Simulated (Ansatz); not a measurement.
# What a trial cell of Zr3S2 relaxes into

Theory: DFT PBE, scalar-relativistic, plane waves, PAW (Ansatz 0.2.0). Cutoff 420 eV, Γ-centred k mesh, Gaussian smearing, no spin polarisation in the final step.

Zr3S2 was placed on the anti-corundum structure type (R-3c, No. 167), with S in place of Al, Zr in place of O, at a guessed volume.

```
CELL_PARAMETERS angstrom
3.19486 1.84455 5.81512
-3.19486 1.84455 5.81512
0.00000 -3.68911 5.81512
ATOMIC_POSITIONS crystal
Zr 0.05625 0.44375 0.75000
Zr 0.75000 0.05625 0.44375
Zr 0.44375 0.75000 0.05625
Zr 0.94375 0.55625 0.25000
Zr 0.25000 0.94375 0.55625
Zr 0.55625 0.25000 0.94375
S 0.85218 0.85218 0.85218
S 0.64782 0.64782 0.64782
S 0.14782 0.14782 0.14782
S 0.35218 0.35218 0.35218
```

Steps on the 3×3×3 mesh (10 atoms). 5 of 5 steps are shown, and the free energy counts from the last. Trial steps that were taken back and renewals of the plane-wave basis can be among the rows.

```tsv
step	ΔF (meV/atom)	V (Å³/atom)	P (GPa)	largest force component (eV/Å)
1	55.3	20.56	-2.95	1.177
2	11.5	19.63	1.41	0.185
3	0.8	19.79	0.31	0.027
4	-0.1	19.81	0.10	0.021
5	0.0	19.81	0.10	0.021
```

A final relaxation ran on a 6×6×6 mesh. The relaxed crystal, R-3c (No. 167):

```
Zr S
1.0
     3.09824    1.78877    5.96472
    -3.09824    1.78877    5.96472
     0.00000   -3.57753    5.96472
Zr S
6 4
Direct
  0.07445 0.42555 0.75000
  0.75000 0.07445 0.42555
  0.42555 0.75000 0.07445
  0.92555 0.57445 0.25000
  0.25000 0.92555 0.57445
  0.57445 0.25000 0.92555
  0.83977 0.83977 0.83977
  0.66023 0.66023 0.66023
  0.16023 0.16023 0.16023
  0.33977 0.33977 0.33977
```

```yaml
Volume_per_atom: 19.83 Å³
Density: 5.66 g/cm³
Energy_over_the_elements: -1.20 eV/atom
Gap_on_the_6×6×6_mesh: 0 eV (a metal)
```

Energies over the elements count from the elements' standard structures at the same level, with no empirical corrections.

The final run used a 6×6×6 mesh on its 10-atom cell and 0.10 eV smearing. For metals, differences of a few meV/atom aren't resolved.

Symmetry constrained the relaxation, so the result can be a saddle point.

Cost: 3 runs of about 3.8 core-minutes in all, on Intel Xeon Platinum 8259CL (Skylake/Cascade Lake) (shared hosts).